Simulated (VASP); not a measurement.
VASP 6.6.1 run: KBr

INCAR

```
IBRION = -1
SIGMA = 0.02
ISIF = 2
LASPH = .TRUE.
ENCUT = 520
EDIFF = 1E-7
ALGO = Conjugate
NELM = 78
GGA = PE
LWAVE = .FALSE.
LREAL = .FALSE.
PREC = Accurate
LCHARG = .FALSE.
ISMEAR = -1
NBANDS = 15
NSW = 0
```

KPOINTS

```
KPOINTS created by Atomic Simulation Environment
0
Gamma
6 6 6
0 0 0
```

POSCAR

```
K  Br
 1.0000000000000000
     0.0000000000000000    3.3900876265000002    3.2836922681999998
     3.3900876265000002    0.0000000000000000    3.2836922681999998
     3.3900876265000002    3.3900876265000002    0.0000000000000000
 K   Br
   1   1
Cartesian
  0.0000000000000000  0.0000000000000000  0.0000000000000000
  3.3900876264999997  3.3900876264999997  3.2836922681999998
```

The recommended PBE PAW datasets give the neutral cell 16 valence electrons.

Command

```
mpirun -np 1 vasp_std
```

OSZICAR

```
N       E                     dE             d eps       ncg     rms           ort
DAV:   1     0.991013722229E+02    0.99101E+02   -0.79131E+03   450   0.988E+02
DAV:   2     0.175881139097E+00   -0.98925E+02   -0.90802E+02   450   0.228E+02
DAV:   3    -0.613297542956E+01   -0.63089E+01   -0.62670E+01   450   0.503E+01
DAV:   4    -0.640277489404E+01   -0.26980E+00   -0.26973E+00   450   0.910E+00
DAV:   5    -0.640483450964E+01   -0.20596E-02   -0.20596E-02   450   0.921E-01
SDA:   6    -0.596983847242E+01    0.43500E+00   -0.20596E-02   450   0.942E+00   0.000E+00
CGA:   7    -0.619032299918E+01   -0.22048E+00   -0.22084E+00   450   0.646E-01  -0.552E-02
CGA:   8    -0.621119815092E+01   -0.20875E-01   -0.20864E-01   450   0.195E-01   0.125E-03
CGA:   9    -0.621773471454E+01   -0.65366E-02   -0.65504E-02   450   0.492E-02  -0.118E-03
CGA:  10    -0.621905592608E+01   -0.13212E-02   -0.13210E-02   450   0.910E-03   0.549E-05
CGA:  11    -0.621932044878E+01   -0.26452E-03   -0.26401E-03   450   0.133E-03   0.897E-05
CGA:  12    -0.621936484331E+01   -0.44395E-04   -0.44910E-04   450   0.301E-04  -0.527E-05
CGA:  13    -0.621937737433E+01   -0.12531E-04   -0.12684E-04   450   0.138E-04  -0.801E-06
CGA:  14    -0.621938369180E+01   -0.63175E-05   -0.63831E-05   450   0.609E-05  -0.315E-06
CGA:  15    -0.621938640533E+01   -0.27135E-05   -0.30122E-05   450   0.222E-05  -0.136E-05
CGA:  16    -0.621938705685E+01   -0.65151E-06   -0.65904E-06   450   0.472E-06  -0.102E-06
CGA:  17    -0.621938719808E+01   -0.14123E-06   -0.14140E-06   450   0.121E-06   0.612E-07
CGA:  18    -0.621938725573E+01   -0.57651E-07   -0.58073E-07   450   0.556E-07  -0.389E-08
   1 F= -.62193873E+01 E0= -.62193873E+01  d E =-.124755E-10
```

From OUTCAR

```
k-points           NKPTS =     30   k-points in BZ     NKDIM =     30   number of bands    NBANDS=     15

   NELECT =      16.0000    total number of electrons

   dimension x,y,z NGX =    36 NGY =   36 NGZ =   36
   dimension x,y,z NGXF=    72 NGYF=   72 NGZF=   72

  energy-cutoff  :      520.00
  volume of cell :       75.48
      direct lattice vectors                 reciprocal lattice vectors
     0.000000000  3.390087627  3.283692268    -0.147488813  0.147488813  0.152267618
     3.390087627  0.000000000  3.283692268     0.147488813 -0.147488813  0.152267618
     3.390087627  3.390087627  0.000000000     0.147488813  0.147488813 -0.152267618

 k-points in reciprocal lattice and weights: KPOINTS created by Atomic Simulation Env
   0.00000000  0.00000000  0.00000000       0.005
   0.16666667  0.00000000  0.00000000       0.037
   0.33333333  0.00000000  0.00000000       0.037
   0.50000000  0.00000000  0.00000000       0.019
   0.16666667  0.16666667  0.00000000       0.009
   0.33333333  0.16666667  0.00000000       0.037
   0.50000000  0.16666667  0.00000000       0.037
  -0.33333333  0.16666667  0.00000000       0.037
   ...

 E-fermi :  -1.5090

 k-point     1 :       0.0000    0.0000    0.0000
  band No.  band energies     occupation
      1     -29.8136      2.00000
      2     -14.1640      2.00000
      3     -13.2884      2.00000
      4     -13.2884      2.00000
      5     -13.2864      2.00000
      6      -1.9302      2.00000
      7      -1.9302      2.00000
      8      -1.9214      2.00000
      9       2.3776      0.00000
     10       5.6023      0.00000
     11       5.6023      0.00000
     12       5.7889      0.00000
     13       6.3844      0.00000
     14       6.5311      0.00000
     15       9.5505      0.00000

 k-point     2 :       0.1667    0.0000    0.0000
  band No.  band energies     occupation
      1     -29.8126      2.00000
      2     -14.2141      2.00000
      3     -13.2903      2.00000
      4     -13.2880      2.00000
      5     -13.2219      2.00000
      6      -2.2629      2.00000
      7      -2.0083      2.00000
      8      -2.0033      2.00000
      9       3.0026      0.00000
     10       5.5092      0.00000
     11       5.9174      0.00000
     12       6.0340      0.00000
     13       6.7079      0.00000
     14       6.8698      0.00000
     15      10.3916      0.00000

 k-point     3 :       0.3333    0.0000    0.0000
  band No.  band energies     occupation
      1     -29.8104      2.00000
      2     -14.2986      2.00000
      3     -13.2941      2.00000
      4     -13.2893      2.00000
      5     -13.1062      2.00000
      6      -2.7922      2.00000
      7      -2.1555      2.00000
      8      -2.1523      2.00000
      9       4.1187      0.00000
     10       5.6770      0.00000
     11       6.7508      0.00000
     12       6.8422      0.00000
     13       7.5261      0.00000
     14       7.7232      0.00000
     15       9.2730      0.00000

 ...

  Total       -0.1122628     -0.1122628      0.2977447      0.0000000      0.0000000      0.0000000
  in kB       -2.3830438     -2.3830438      6.3203376      0.0000000      0.0000000      0.0000000
  external PRESSURE =       0.5180833 kB  Pullay stress =       0.0000000 kB

 POSITION                                       TOTAL-FORCE (eV/Angst)
 -----------------------------------------------------------------------------------
      0.00000      0.00000      0.00000        -0.000000      0.000000      0.000000
      3.39009      3.39009      3.28369         0.000000      0.000000      0.000000
 -----------------------------------------------------------------------------------
    total drift:                                0.000000      0.000000      0.000000

  FREE ENERGIE OF THE ION-ELECTRON SYSTEM (eV)
  ---------------------------------------------------
  free  energy   TOTEN  =        -6.2193872557 eV

  energy  without entropy=       -6.2193872557  energy(sigma->0) =       -6.21938726
```

It converged. Results: gap between bands v and c on the k mesh 4.30 eV; least direct gap on the k mesh 4.30 eV; pressure 0.1 GPa. Band v is the last that the valence electrons fill when counted band by band, and c is the next.

For comparison, a separate PBE run of the intended cell, on usual settings and not on those above, gives a gap of 4.30 eV on its mesh and a pressure of 0.1 GPa.

The run above took about 36 s on one core of a shared host (Intel Xeon Platinum 8488C) and held 0.24 GiB at most.
